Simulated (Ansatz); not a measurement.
The system is Ir.

```
Ir
1.0
     0.00000    1.91560    1.91560
     1.91560    0.00000    1.91560
     1.91560    1.91560    0.00000
Ir
1
Direct
  0.00000 0.00000 0.00000
```

```yaml
Program: Ansatz 0.2.0
Task: relaxation of cell and atoms
Functional: r2SCAN
Potentials_or_basis: all-electron PAW datasets made for the crystal
k_mesh: 12 × 12 × 12
Occupations: cold, width 0.01 eV
Spin: no spin polarisation
Hubbard_terms: Ir d U = 6.2 eV
```

At the start: volume 14.06 Å³/atom.

Problem. How do energy, volume and symmetry change on relaxing?

Solution. Over 6 steps the energy falls by 11.0 meV/atom and the volume is 13.68 Å³/atom (-2.7 %); space group Fm-3m (No. 225, to 0.05 Å).

Step by step:
| step | energy change (eV) | largest force (eV/Å) | volume (Å³) |
| --- | --- | --- | --- |
| 1 | 0.0000 | 0.0000 | 14.06 |
| 2 | -0.0110 | 0.0000 | 13.70 |
| 3 | -0.0111 | 0.0000 | 13.68 |
| 4 | -0.0110 | 0.0000 | 13.68 |
| 5 | -0.0110 | 0.0000 | 13.68 |
| 6 | -0.0110 | 0.0000 | 13.68 |

Final structure:
```
Ir
1.0
     0.00000    1.89813    1.89813
     1.89813    0.00000    1.89813
     1.89813    1.89813    0.00000
Ir
1
Direct
  0.00000 0.00000 0.00000
```

Caveat: the U is typed as a test and isn't derived for this compound.
